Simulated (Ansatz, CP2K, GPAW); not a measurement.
# K: 3 runs at one level of theory

```
CELL_PARAMETERS angstrom
4.89513 0.00000 0.00000
-1.63171 4.61517 0.00000
-1.63171 -2.30759 3.99686
ATOMIC_POSITIONS crystal
K 0.00000 0.00000 0.00000
```

Alike in all runs: task single point; functional LDA; k mesh 7 × 7 × 7; occupations methfessel-paxton, width 0.1 eV; no spin polarisation; no spin-orbit coupling. LDA stands for any of its common fits. Pressure is positive in compression and, in plane waves, holds the error of the finite cutoff.

```csv
program and potentials,plane-wave cutoff (eV),notes,pressure (GPa)
"CP2K, GTH_POTENTIALS K GTH-PADE-q9; TZVP-MOLOPT-PBE-GTH basis",-,atomic basis,-0.85
"GPAW, the program's PAW data sets (release 1.2.1) made for this functional",600,-,-0.81
"Ansatz, all-electron LAPW, scalar-relativistic",-,-,-0.80
```

The pressure spans -0.85 (CP2K, GTH_POTENTIALS K GTH-PADE-q9; TZVP-MOLOPT-PBE-GTH basis) to -0.80 GPa (Ansatz, all-electron LAPW, scalar-relativistic), with all-electron results at -0.80. Rows in atomic bases carry the error of their basis and grid, which can be large.

The functional is the same throughout but for its coding, so the spread measures potentials, basis and numerics; runs on potential files found faulty are left out.
